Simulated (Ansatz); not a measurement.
**MgF2: pressure against volume**

MgF2, P4_2/mnm, a = 4.622 Å, c = 3.046 Å. Ansatz: r2SCAN, PAW, 500 eV, Γ-centred 6×6×8 mesh on 6 atoms, Gaussian smearing 0.02 eV; no spin polarisation. Shape and atoms are relaxed at each volume; pressure is positive in compression.

```
V (Å³/atom) P (GPa)
     10.194     7.43
     10.520     3.42
     10.845     0.01
     11.170        ?
     11.496    -5.33
```

Take V0 = 10.845 Å³/atom, count pressures from its P0 = 0.01 GPa, fit the third-order Birch–Murnaghan form to the other rows, and predict the missing pressure.

With the Eulerian strain f = ½[(V0/V)^(2/3) − 1] and y = (P − P0)/[3f(1 + 2f)^(5/2)], the form is the line y = B0 + 1.5 B0 (B0′ − 4) f. Rows (f, y): 0.02107, 105.9; 0.01025, 105.4; -0.01906, 102.9. Means f = 0.004087, y = 104.73; Σ(Δf)² = 0.0008622, ΣΔfΔy = 0.06636; the slope is their ratio. y = 104.4 + 76.96 f GPa, so B0 = 104.4 GPa and B0′ = 4 + 2 × (76.96)/(3 × 104.4) = 4.49. At V = 11.170, f = -0.00975, y = 103.65 and P = -2.88 GPa. The run gave -2.89 GPa, so the fit is 0.01 GPa too high, within twice the rms miss on the fitted rows (0.007 GPa).

Cost: 5 runs of about 4 core-minutes in all, on Arm Neoverse V1 (shared hosts).